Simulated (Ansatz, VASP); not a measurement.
## One calculation of Ga, two programs

```
Ga
1.0
     0.00000    2.10470    2.10470
     2.10470    0.00000    2.10470
     2.10470    2.10470    0.00000
Ga
1
Cartesian
  0.0000 0.0000 0.0000
```

Alike in both runs: task single point; functional r2SCAN; k mesh 18 × 18 × 18; occupations gaussian, width 0.05 eV; no spin polarisation.

|  | VASP | Ansatz |
| --- | --- | --- |
| version | VASP 6.6.1 | Ansatz 0.2.0 |
| potentials or method | VASP PAW PBE potentials, release 64 (Ga_d) | scalar-relativistic, plane waves, PAW |
| plane-wave cutoff (eV) | 520 | 500 |
| valence electrons in the cell | 13 | 13 |

```csv
,VASP,Ansatz,Ansatz less VASP
gap on the k mesh at the Fermi level (eV),none,none,-
pressure (GPa),-2.0,-2.1,-0.11
```

A gap of «none» marks a metal or a gap that the smearing closes. The functional is the same, so the differences come from potentials, cutoffs and numerics.

Caveats: the PAW data sets were made with another functional, which shifts forces and pressure a little (VASP).
